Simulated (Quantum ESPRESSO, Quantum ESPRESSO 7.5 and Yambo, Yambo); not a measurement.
# Quasiparticle gap of CuI (Marshite) in Yambo

Aim: the G0W0 gap of CuI (Marshite) on PBE, step by step.

Main program and level: Quantum ESPRESSO 7.5 and Yambo 5.3.0; PBE and many-body steps on it, plane waves.

The database entry behind the starting cell differs from later determinations by our own check (about 0.15 % long (mineral sample)), so it need not match the best structure at ambient conditions.

In doubt: a PseudoDojo file used here is known to give poor structures and forces, which bears on pressures, cells, forces and phonons.

## 1. Starting point

It takes space group F-43m (No. 216, cubic). Conventional cell: a = 6.063 Å, b = 6.063 Å, c = 6.063 Å, α = 90.00°, β = 90.00°, γ = 90.00°. Nearest to Cu lie 4 I at 2.63 Å. I has 4 Cu at 2.63 Å nearest. Farther neighbours and most contacts between anions are not listed.

Structure file:

```cif
data_structure
_symmetry_space_group_name_H-M 'P 1'
_symmetry_Int_Tables_number 1
_cell_length_a 4.2872
_cell_length_b 4.2872
_cell_length_c 4.2872
_cell_angle_alpha 60.000
_cell_angle_beta 60.000
_cell_angle_gamma 60.000
_cell_volume 55.72
loop_
_atom_site_label
_atom_site_type_symbol
_atom_site_fract_x
_atom_site_fract_y
_atom_site_fract_z
_atom_site_occupancy
Cu1 Cu 0.25000 0.25000 0.25000 1
I2 I 0.00000 0.00000 0.00000 1
```

The cell and positions come from the Crystallography Open Database and are kept as given unless a step says otherwise. Spin-orbit coupling is left out unless a step names it.

## 2. Ground state

This step: Quantum ESPRESSO 7.5; DFT, PBE, plane waves, norm-conserving pseudopotentials.

The ground-state density comes first.

pw.in

```
&control
  calculation = 'scf'
  prefix = 'x'
  outdir = 'o'
  pseudo_dir = 'pseudo'
/
&system
  ibrav = 0
  nat = 2
  ntyp = 2
  ecutwfc = 84.0
  nbnd = 27
  force_symmorphic = .true.
/
&electrons
  conv_thr = 1e-10
  electron_maxstep = 80
  mixing_beta = 0.5
/
ATOMIC_SPECIES
  Cu 63.546 Cu.upf
  I 126.9 I.upf
CELL_PARAMETERS angstrom
  0.0000000000 3.0315000000 3.0315000000
  3.0315000000 0.0000000000 3.0315000000
  3.0315000000 3.0315000000 0.0000000000
ATOMIC_POSITIONS crystal
  Cu 0.2500000000 0.2500000000 0.2500000000
  I 0.0000000000 0.0000000000 0.0000000000
K_POINTS automatic
  6 6 6 0 0 0
```

The run is started by

```console
> OMP_NUM_THREADS=1 mpirun -n 4 pw.x -nk 4 -in pw.in > pw.out
```

The program printed:

```text
Program PWSCF v.7.5 starts

     This program is part of the open-source Quantum ESPRESSO suite
     for quantum simulation of materials; please cite
         "P. Giannozzi et al., J. Phys.:Condens. Matter 21 395502 (2009);
         "P. Giannozzi et al., J. Phys.:Condens. Matter 29 465901 (2017);
         "P. Giannozzi et al., J. Chem. Phys. 152 154105 (2020);
     in publications or presentations arising from this work. More details at
     Message from routine setup:
     using ibrav=0 with symmetry is DISCOURAGED, use correct ibrav instead

     G-vector sticks info

     bravais-lattice index     =            0
     lattice parameter (alat)  =       8.1016  a.u.
     unit-cell volume          =     376.0099 (a.u.)^3
     number of atoms/cell      =            2
     number of atomic types    =            2
     number of electrons       =        44.00
     number of Kohn-Sham states=           27
     kinetic-energy cutoff     =      84.0000  Ry
     charge density cutoff     =     336.0000  Ry
     scf convergence threshold =      1.0E-10
     mixing beta               =       0.5000
     number of iterations used =            8  plain     mixing
     Exchange-correlation= PBE
                           (   1   4   3   4   0   0   0)

     celldm(1)=   8.101612  celldm(2)=   0.000000  celldm(3)=   0.000000
     celldm(4)=   0.000000  celldm(5)=   0.000000  celldm(6)=   0.000000

     crystal axes: (cart. coord. in units of alat)
               a(1) = (   0.000000   0.707107   0.707107 )
               a(2) = (   0.707107   0.000000   0.707107 )
               a(3) = (   0.707107   0.707107   0.000000 )

     reciprocal axes: (cart. coord. in units 2 pi/alat)
               b(1) = ( -0.707107  0.707107  0.707107 )
               b(2) = (  0.707107 -0.707107  0.707107 )
               b(3) = (  0.707107  0.707107 -0.707107 )
     Pseudo is Norm-conserving + core correction, Zval = 19.0
     Generated using ONCVPSP code by D. R. Hamann
     Using radial grid of 1492 points,  6 beta functions with:
     Pseudo is Norm-conserving + core correction, Zval = 25.0
     Generated using ONCVPSP code by D. R. Hamann
     Using radial grid of 1188 points,  8 beta functions with:
     Cu               19.00    63.54600     Cu( 1.00)
     I                25.00   126.90000     I ( 1.00)

     24 Sym. Ops. (no inversion) found

   Cartesian axes

     site n.     atom                  positions (alat units)
         1        Cu     tau(   1) = (   0.3535534   0.3535534   0.3535534  )
         2        I      tau(   2) = (   0.0000000   0.0000000   0.0000000  )

     number of k points=    16
                       cart. coord. in units 2pi/alat
        k(    1) = (   0.0000000   0.0000000   0.0000000), wk =   0.0092593
        k(    2) = (   0.1178511   0.1178511  -0.1178511), wk =   0.0740741
        k(    3) = (   0.2357023   0.2357023  -0.2357023), wk =   0.0740741
        k(    4) = (  -0.3535534  -0.3535534   0.3535534), wk =   0.0370370
        k(    5) = (   0.2357023   0.0000000  -0.0000000), wk =   0.0555556
        k(    6) = (   0.3535534   0.1178511  -0.1178511), wk =   0.2222222
        k(    7) = (  -0.2357023  -0.4714045   0.4714045), wk =   0.2222222
        k(    8) = (  -0.1178511  -0.3535534   0.3535534), wk =   0.2222222
        k(    9) = (   0.0000000  -0.2357023   0.2357023), wk =   0.1111111
        k(   10) = (   0.4714045   0.0000000  -0.0000000), wk =   0.0555556
     [... 4 further rows ...]
        k(   15) = (  -0.1178511  -0.3535534   0.5892557), wk =   0.2222222
        k(   16) = (  -0.7071068   0.2357023   0.0000000), wk =   0.1111111

     Dense  grid:    39189 G-vectors     FFT dimensions: (  48,  48,  48)

     Initial potential from superposition of free atoms

     starting charge      43.9996, renormalised to      44.0000
     Starting wfcs are   23 randomized atomic wfcs +    4 random wfcs

     per-process dynamical memory:    36.2 Mb

     Self-consistent Calculation

     iteration #  1     ecut=    84.00 Ry     beta= 0.50

     Threshold (ethr) on eigenvalues was too large:
     Diagonalizing with lowered threshold

     total energy              =   -1004.64241301 Ry
     estimated scf accuracy    <       0.07425751 Ry

     iteration #  2     ecut=    84.00 Ry     beta= 0.50

     total energy              =   -1004.66553308 Ry
     estimated scf accuracy    <       0.06640166 Ry

     iteration #  3     ecut=    84.00 Ry     beta= 0.50

     total energy              =   -1004.67483485 Ry
     estimated scf accuracy    <       0.00140042 Ry

     iteration #  4     ecut=    84.00 Ry     beta= 0.50

     total energy              =   -1004.67512242 Ry
     estimated scf accuracy    <       0.00084776 Ry

     iteration #  5     ecut=    84.00 Ry     beta= 0.50

     total energy              =   -1004.67526120 Ry
     estimated scf accuracy    <       0.00000621 Ry

     iteration #  6     ecut=    84.00 Ry     beta= 0.50

     total energy              =   -1004.67525988 Ry
     estimated scf accuracy    <       0.00001651 Ry

     iteration #  7     ecut=    84.00 Ry     beta= 0.50

     total energy              =   -1004.67526477 Ry
     estimated scf accuracy    <       0.00000369 Ry

     iteration #  8     ecut=    84.00 Ry     beta= 0.50

     total energy              =   -1004.67526522 Ry
     estimated scf accuracy    <       0.00000010 Ry

     iteration #  9     ecut=    84.00 Ry     beta= 0.50

     total energy              =   -1004.67526523 Ry
     estimated scf accuracy    <          8.7E-09 Ry

     iteration # 10     ecut=    84.00 Ry     beta= 0.50

     total energy              =   -1004.67526523 Ry
     estimated scf accuracy    <          8.6E-09 Ry

     iteration # 11     ecut=    84.00 Ry     beta= 0.50

     End of self-consistent calculation

          k = 0.0000 0.0000 0.0000 (  4909 PWs)   bands (ev):

  -167.0560-113.9829-113.9829-113.9829-102.3482 -59.7749 -59.7749 -59.7749
   -36.5976 -36.5976 -36.5952 -36.5952 -36.5952  -4.8943   5.5003   5.5003
     5.5003   7.3186   7.3186   9.1591   9.1591   9.1591  10.2556  14.0271
    14.0271  14.0271  17.2831

          k = 0.1179 0.1179-0.1179 (  4870 PWs)   bands (ev):

  -167.0560-113.9828-113.9828-113.9828-102.3482 -59.7748 -59.7748 -59.7748
   -36.5942 -36.5942 -36.5936 -36.5874 -36.5874  -4.7695   4.9894   5.5088
     5.5088   7.3098   7.3098   8.2966   8.9664   8.9664  11.1872  14.0221
    14.3750  14.3750  17.9718

          k = 0.2357 0.2357-0.2357 (  4879 PWs)   bands (ev):

  -167.0560-113.9828-113.9828-113.9828-102.3482 -59.7748 -59.7748 -59.7748
   -36.5953 -36.5953 -36.5926 -36.5874 -36.5874  -4.4958   4.0114   5.5190
     5.5190   7.3210   7.3210   7.6146   8.6206   8.6206  11.3723  14.6367
    14.6367  15.5573  17.7768

          k =-0.3536-0.3536 0.3536 (  4910 PWs)   bands (ev):

     [... further k-points ...]

     highest occupied, lowest unoccupied level (ev):     9.1591   10.2556

!    total energy              =   -1004.67526523 Ry
     estimated scf accuracy    <          2.5E-12 Ry

     The total energy is the sum of the following terms:
     one-electron contribution =    -810.28903411 Ry
     hartree contribution      =     392.75897309 Ry
     xc contribution           =    -126.08869929 Ry
     ewald contribution        =    -461.05650492 Ry

     convergence has been achieved in  11 iterations

     XML data file, charge density, pseudopotentials, collected wavefunctions

=------------------------------------------------------------------------------=
   JOB DONE.
=------------------------------------------------------------------------------=
```

Wall time 46 s (4 MPI ranks of AMD EPYC 7571, shared host); peak memory 0.35 GiB.

Numbers from this step:

| Item | Value |
| --- | --- |
| total energy | -13669.3033 eV |
| gap | 1.096 eV |
| k of the valence top | 0, 0, 0 |
| k of the conduction bottom | 0, 0, 0 |
| least direct gap | 1.096 eV |

The gap is direct, at Γ.

## 3. Bands along the symmetry lines

The cheap functional maps the bands first; the places of the edges decide which points the dearer methods must see.

pw.in

```
&control
  calculation = 'bands'
  prefix = 'x'
  outdir = 'o'
  pseudo_dir = 'pseudo'
/
&system
  ibrav = 0
  nat = 2
  ntyp = 2
  ecutwfc = 84.0
  nbnd = 28
  force_symmorphic = .true.
/
&electrons
  conv_thr = 1e-9
  electron_maxstep = 80
  diago_full_acc = .true.
  diago_thr_init = 5e-6
/
ATOMIC_SPECIES
  Cu 63.546 Cu.upf
  I 126.9 I.upf
CELL_PARAMETERS angstrom
  0.0000000000 3.0315000000 3.0315000000
  3.0315000000 0.0000000000 3.0315000000
  3.0315000000 3.0315000000 0.0000000000
ATOMIC_POSITIONS crystal
  Cu 0.2500000000 0.2500000000 0.2500000000
  I 0.0000000000 0.0000000000 0.0000000000
K_POINTS crystal
  50
  0.00000000 0.00000000 0.00000000 1
  -0.06250000 -0.06250000 0.00000000 1
  -0.12500000 -0.12500000 0.00000000 1
  -0.18750000 -0.18750000 0.00000000 1
  -0.25000000 -0.25000000 0.00000000 1
  -0.31250000 -0.31250000 0.00000000 1
  -0.37500000 -0.37500000 0.00000000 1
  -0.43750000 -0.43750000 0.00000000 1
  -0.50000000 -0.50000000 0.00000000 1
  -0.48437500 -0.48437500 0.03125000 1
  -0.46875000 -0.46875000 0.06250000 1
  -0.45312500 -0.45312500 0.09375000 1
  -0.43750000 -0.43750000 0.12500000 1
  -0.42187500 -0.42187500 0.15625000 1
  -0.40625000 -0.40625000 0.18750000 1
  -0.39062500 -0.39062500 0.21875000 1
  -0.37500000 -0.37500000 0.25000000 1
  -0.37500000 0.00000000 0.37500000 1
  -0.32812500 0.00000000 0.32812500 1
  -0.28125000 0.00000000 0.28125000 1
  -0.23437500 0.00000000 0.23437500 1
  -0.18750000 0.00000000 0.18750000 1
  -0.14062500 0.00000000 0.14062500 1
  -0.09375000 0.00000000 0.09375000 1
  -0.04687500 0.00000000 0.04687500 1
  0.00000000 0.00000000 0.00000000 1
  0.00000000 0.00000000 0.06250000 1
  0.00000000 0.00000000 0.12500000 1
  0.00000000 0.00000000 0.18750000 1
  0.00000000 0.00000000 0.25000000 1
  0.00000000 0.00000000 0.31250000 1
  0.00000000 0.00000000 0.37500000 1
  0.00000000 0.00000000 0.43750000 1
  -0.00000000 0.00000000 0.50000000 1
  -0.06250000 -0.03125000 0.46875000 1
  -0.12500000 -0.06250000 0.43750000 1
  -0.18750000 -0.09375000 0.40625000 1
  -0.25000000 -0.12500000 0.37500000 1
  -0.31250000 -0.15625000 0.34375000 1
  -0.37500000 -0.18750000 0.31250000 1
  -0.43750000 -0.21875000 0.28125000 1
  -0.50000000 -0.25000000 0.25000000 1
  -0.50000000 -0.28125000 0.21875000 1
  -0.50000000 -0.31250000 0.18750000 1
  -0.50000000 -0.34375000 0.15625000 1
  -0.50000000 -0.37500000 0.12500000 1
  -0.50000000 -0.40625000 0.09375000 1
  -0.50000000 -0.43750000 0.06250000 1
  -0.50000000 -0.46875000 0.03125000 1
  -0.50000000 -0.50000000 0.00000000 1
```

The program printed:

```text
[banner, memory and clock lines left out]
Program PWSCF v.7.5 starts

     Atomic positions and unit cell read from directory:
     o/x.save/

     Message from routine setup:
     using ibrav=0 with symmetry is DISCOURAGED, use correct ibrav instead

     G-vector sticks info

     bravais-lattice index     =            0
     lattice parameter (alat)  =       8.1016  a.u.
     unit-cell volume          =     376.0099 (a.u.)^3
     number of atoms/cell      =            2
     number of atomic types    =            2
     number of electrons       =        44.00
     number of Kohn-Sham states=           28
     kinetic-energy cutoff     =      84.0000  Ry
     charge density cutoff     =     336.0000  Ry
     Exchange-correlation= PBE
                           (   1   4   3   4   0   0   0)

     celldm(1)=   8.101612  celldm(2)=   0.000000  celldm(3)=   0.000000
     celldm(4)=   0.000000  celldm(5)=   0.000000  celldm(6)=   0.000000

     crystal axes: (cart. coord. in units of alat)
               a(1) = (   0.000000   0.707107   0.707107 )
               a(2) = (   0.707107   0.000000   0.707107 )
               a(3) = (   0.707107   0.707107   0.000000 )

     reciprocal axes: (cart. coord. in units 2 pi/alat)
               b(1) = ( -0.707107  0.707107  0.707107 )
               b(2) = (  0.707107 -0.707107  0.707107 )
               b(3) = (  0.707107  0.707107 -0.707107 )
     Pseudo is Norm-conserving + core correction, Zval = 19.0
     Generated using ONCVPSP code by D. R. Hamann
     Using radial grid of 1492 points,  6 beta functions with:
     Pseudo is Norm-conserving + core correction, Zval = 25.0
     Generated using ONCVPSP code by D. R. Hamann
     Using radial grid of 1188 points,  8 beta functions with:
     Cu               19.00    63.54600     Cu( 1.00)
     I                25.00   126.90000     I ( 1.00)

     24 Sym. Ops. (no inversion) found

   Cartesian axes

     site n.     atom                  positions (alat units)
         1        Cu     tau(   1) = (   0.3535534   0.3535534   0.3535534  )
         2        I      tau(   2) = (   0.0000000   0.0000000   0.0000000  )

     number of k points=    50
                       cart. coord. in units 2pi/alat
        k(    1) = (   0.0000000   0.0000000   0.0000000), wk =   0.0400000
        k(    2) = (   0.0000000   0.0000000  -0.0883883), wk =   0.0400000
        k(    3) = (   0.0000000   0.0000000  -0.1767767), wk =   0.0400000
[...]
[... 38 further rows ...]
        k(   49) = (   0.0441942  -0.0000000  -0.7071068), wk =   0.0400000
        k(   50) = (   0.0000000   0.0000000  -0.7071068), wk =   0.0400000

     Dense  grid:    39189 G-vectors     FFT dimensions: (  48,  48,  48)

     The potential is recalculated from file :
     o/x.save/charge-density

     Starting wfcs are   23 randomized atomic wfcs +    5 random wfcs

     Band Structure Calculation

     End of band structure calculation

          k = 0.0000 0.0000 0.0000 (  4909 PWs)   bands (ev):

  -167.0560-113.9828-113.9828-113.9828-102.3482 -59.7749 -59.7749 -59.7749
   -36.5976 -36.5976 -36.5952 -36.5952 -36.5952  -4.8943   5.5003   5.5003
     5.5003   7.3186   7.3186   9.1591   9.1591   9.1591  10.2556  14.0271
    14.0271  14.0271  17.2832  18.8735

          k = 0.0000 0.0000-0.0884 (  4925 PWs)   bands (ev):

  -167.0560-113.9829-113.9829-113.9828-102.3482 -59.7750 -59.7750 -59.7749
   -36.5994 -36.5985 -36.5985 -36.5982 -36.5949  -4.8696   5.4099   5.4956
[...]
14.1755  14.1755  17.5784  18.1738

          k = 0.0000 0.0000-0.1768 (  4897 PWs)   bands (ev):

  -167.0560-113.9829-113.9829-113.9828-102.3482 -59.7749 -59.7749 -59.7748
[...]
14.5885  14.5885  17.0946  18.4674

          k = 0.0000 0.0000-0.2652 (  4905 PWs)   bands (ev):

[...]
k =-0.0000-0.0000-0.4419 (  4897 PWs)   bands (ev):

[...]
k =-0.0000-0.0000-0.6187 (  4888 PWs)   bands (ev):

[...]
k = 0.5303-0.0000-0.5303 (  4914 PWs)   bands (ev):

[...]
k = 0.3977-0.0000-0.3977 (  4892 PWs)   bands (ev):

[...]
k = 0.2652-0.0000-0.2652 (  4878 PWs)   bands (ev):

[...]
k = 0.0000 0.0000 0.0000 (  4909 PWs)   bands (ev):

[...]
k = 0.1326 0.0000-0.7071 (  4890 PWs)   bands (ev):

[...]
k = 0.0884-0.0000-0.7071 (  4884 PWs)   bands (ev):

[...]
k = 0.0442-0.0000-0.7071 (  4882 PWs)   bands (ev):

  -167.0560-113.9828-113.9828-113.9828-102.3482 -59.7749 -59.7748 -59.7748
[...]
18.1644  18.7147  18.9658  20.7298

          k = 0.0000 0.0000-0.7071 (  4880 PWs)   bands (ev):

  -167.0560-113.9828-113.9828-113.9828-102.3482 -59.7749 -59.7748 -59.7748
   -36.5931 -36.5931 -36.5925 -36.5916 -36.5867  -4.1574   3.5576   5.3813
     5.3814   7.2933   7.3713   7.4075   7.6717   7.6717  11.8621  12.0485
    18.3107  18.8995  18.8995  20.6969

     XML data file, pseudopotentials, collected wavefunctions
```

Run time: 27 s. Hardware: 4 MPI ranks; peak memory 0.3 GiB.

This step gave:

- gap: 1.096 eV
- k of the valence top: 0, 0, 0
- k of the conduction bottom: 0, 0, 0
- least direct gap: 1.096 eV

The gap is 1.096 eV, as in the run before at this level.

The electronic bands at the labelled points (eV, zero at the top of the highest filled band):

```tsv
point	band 19	band 20	band 21	band 22	band 23	band 24	band 25	band 26
Γ	-1.84	0.00	0.00	0.00	1.10	4.87	4.87	4.87
halfway	-1.80	-1.09	-0.87	-0.87	3.19	3.38	6.78	6.78
X	-1.79	-1.75	-1.49	-1.49	2.70	2.89	9.15	9.74
halfway	-1.79	-1.77	-1.48	-1.42	2.86	3.37	8.40	8.98
U	-1.81	-1.70	-1.50	-1.24	3.08	4.60	7.53	7.86
jump to K	-1.81	-1.70	-1.50	-1.24	3.08	4.60	7.53	7.86
halfway	-1.82	-1.33	-1.06	-0.39	3.07	4.98	5.56	5.64
Γ	-1.84	0.00	0.00	0.00	1.10	4.87	4.87	4.87
halfway	-1.85	-1.26	-0.37	-0.37	2.24	5.42	5.42	5.46
L	-1.81	-1.77	-0.71	-0.71	2.12	5.41	5.41	7.37
halfway	-1.83	-1.71	-1.29	-1.00	3.46	4.67	6.21	7.41
W	-1.89	-1.76	-1.59	-1.25	4.47	4.65	6.00	6.38
halfway	-1.86	-1.76	-1.54	-1.34	3.38	3.49	7.78	7.90
X	-1.79	-1.75	-1.49	-1.49	2.70	2.89	9.15	9.74
```

[end of part 1 of 2]

[Paths, hosts, dates, memory and timing lines, banners, echoed tables and standing remarks are left out of the program output.]

[Logs are printed without paths, hosts, clocks, repeated set-up lines and the standing remarks that a program may print on its own settings, such as how far it seeks lower states.]

[Runs of the session that timed out or met a known fault of the program may be left out.]

[Hosts, paths, dates, database ids (printed as entryN), source tags and the programs' standing remarks are cut or masked in the printed files.]
